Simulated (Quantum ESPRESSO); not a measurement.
# NaI: dielectric tensor and Born charges under several settings

```xyz
2
Lattice="0.0000 3.2364 3.2364 3.2364 0.0000 3.2364 3.2364 3.2364 0.0000" Properties=species:S:1:pos:R:3 pbc="T T T"
I     3.2364    3.2364    3.2364
Na    0.0000    0.0000    0.0000
```

All runs used Quantum ESPRESSO 7.5; potentials GBRV 1.5 PBE; given cell; no spin polarisation; cutoff 612 eV; occupations smeared at first, fixed for the response.

| level | k mesh (s: shifted) | ε∞ (diagonal) | Born charge of atom 1 (e) | sum of the Born charges (e) |
| --- | --- | --- | --- | --- |
| PBE | 2 × 2 × 2s | 3.48 | -1.27 | -0.07 |
| PBE | 4 × 4 × 4s | 3.38 | -1.20 | 0.00 |
| PBE | 6 × 6 × 6s | 3.38 | -1.20 | 0.00 |
| PBE | 8 × 8 × 8s | 3.38 | -1.20 | 0.00 |
| PBE | 10 × 10 × 10s | ? | ? | ? |

**Question.** What stands in the row left open?

**Answer.** ε∞ 3.38; Born charge of atom 1 -1.20 e; sum of the Born charges 0.00 e.

Caveats: some runs use coarse meshes.
